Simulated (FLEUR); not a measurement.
Runs of FLEUR MaX-R8.1 (later development tree) on Hf. The structure is hexagonal, space group P6_3/mmc (No. 194). Conventional cell: a = 3.197 Å, b = 3.197 Å, c = 5.058 Å, α = 90.00°, β = 90.00°, γ = 120.00°. Hf (site symmetry -6m2) has 12 Hf at 3.13 to 3.20 Å as nearest neighbours. 

```csv
task,level,spin,k mesh,lmax,lnonsphr,max iterations,mixing factor,mixer,V0 of scaled cells (Å³/atom),B0 (GPa)
equation of state,r2SCAN,off,10 × 10 × 5,Hf 10,Hf 10,-,-,-,(a),(b)
equation of state,AM05,off,10 × 10 × 5,Hf 11,-,-,-,-,21.60,(c)
equation of state,RPBE,off,10 × 10 × 5,Hf 11,-,-,-,-,23.10,101
equation of state,PBEsol,off,10 × 10 × 5,Hf 11,-,-,-,-,21.58,114
```

Alike in all rows: potentials or basis all-electron, FLAPW; cell as given; smearing fermi-dirac 0.05 eV; kmax 4.1 1/bohr.

Task: Fill in the values left out.

Result: (a) 22.30; (b) 108; (c) 113.

Caveats: the cell was scaled at fixed shape and fractional positions, which overstates the stiffness of a crystal with free parameters, most of all of layers and chains; the meta-GGA is that of a development version, with a GGA for the radial functions and cores and without core tails (some runs).

Not every run made on this cell is shown here.
